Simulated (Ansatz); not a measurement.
WC:

```xyz
2
Lattice="0.0000 2.3021 2.3021 2.3021 0.0000 2.3021 2.3021 2.3021 0.0000" Properties=species:S:1:pos:R:3 pbc="T T T"
W     0.0000    0.0000    0.0000
C     3.4532    3.4532    3.4532
```

The cell was built by a generator and needn't be a form met in nature.

| Property | Result |
| --- | --- |
| Program | Ansatz 0.2.0 |
| Task | relaxation of cell and atoms |
| Functional | HSEsol |
| Potentials or basis | Ansatz PAW |
| Cutoff | 420 eV (not typed: the program's choice for these potentials) |
| k mesh | 5 × 5 × 5 |
| Occupations | fermi-dirac, width 0.05 eV |
| Spin | no spin polarisation |

At the start: volume 12.20 Å³/atom.

Task: Where does the relaxation end?

Result: It ends after 4 steps and the volume is 12.47 Å³/atom (+2.2 %); space group F-43m (No. 216, to 0.05 Å).

The path:
| step | energy change (eV) | largest force (eV/Å) | volume (Å³) |
| --- | --- | --- | --- |
| 1 | 0.0000 | 0.0000 | 24.40 |
| 2 | -0.0101 | 0.0000 | 25.04 |
| 3 | -0.0106 | 0.0000 | 24.94 |
| 4 | -0.0116 | 0.0000 | 24.94 |

Final structure:
```
W C
1.0
     0.00000    2.31904    2.31904
     2.31904    0.00000    2.31904
     2.31904    2.31904    0.00000
W C
1 1
Direct
  0.00000 0.00000 0.00000
  0.75000 0.75000 0.75000
```

Caveat: the k mesh is coarse (spacing up to 0.47 Å⁻¹), so the values aren't converged, least of all with exact exchange; the plane-wave basis is chosen anew once the cell has moved, so the energies of steps on either side of that aren't comparable; the PAW data sets come from PBE, with cores solved anew for the run's functional, which leaves a small shift of forces and pressure.
